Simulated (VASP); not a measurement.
A run of VASP 6.6.1 is set up as follows.

File INCAR:

```
PREC = Accurate
ENCUT = 520
EDIFF = 1E-6
ISMEAR = -1
SIGMA = 0.05
LREAL = Auto
LASPH = True
NELM = 60
ALGO = Fast
ISIF = 2
LWAVE = False
LCHARG = False
GGA = PS
NBANDS = 48
```

File KPOINTS:

```
Automatic mesh
0
Gamma
  2 2 2
```

File POSCAR:

```
Si
1.0
    0.0000000000      5.4300000000      5.4300000000
    5.4300000000      0.0000000000      5.4300000000
    5.4300000000      5.4300000000      0.0000000000
Si
17
Direct
    0.0169358195      0.0164651013     -0.0380754144
    0.1311477901      0.1311023020      0.1073135359
   -0.0253635359     -0.0253620626      0.4744204420
    0.1018480663      0.1014563536      0.6019915285
    0.0046192449      0.5025361878      0.0028601289
    0.1350860037      0.6230826888      0.1242843462
    0.0167284530      0.4613813076      0.5176221915
    0.1312242173      0.6075411602      0.6312575506
    0.5027117864      0.0044384899      0.0028594843
    0.6235717311      0.1346639963      0.1241940147
    0.4617733886      0.0162310313      0.5176030387
    0.6075323204      0.1311299263      0.6312111418
    0.5091024862      0.5087054328      0.0097203499
    0.6333087477      0.6331247698      0.1335330571
    0.5027147330      0.5025362799      0.5048412523
    0.6236627072      0.6230798343      0.6357916206
    0.8363840700      0.8360702578      0.3367371087
```

Potentials or basis: VASP PAW PBE potentials, release 64 (Si).

Command:

```console
$ cat potpaw_PBE.64/Si/POTCAR > POTCAR
$ mpirun -np 1 vasp_std > vasp.out
```

(1) Predict the pressure.

(2) What does it give for the largest force?

(3) Estimate the band gap on the k mesh.

Results:

(1) 2.5 GPa.

(2) 0.041 eV/Å.

(3) none (metal or under the smearing width).

Caveat: the k mesh is coarse (spacing up to 0.50 Å⁻¹), so the values aren't converged; the PAW data sets were made with another functional, which shifts forces and pressure a little.
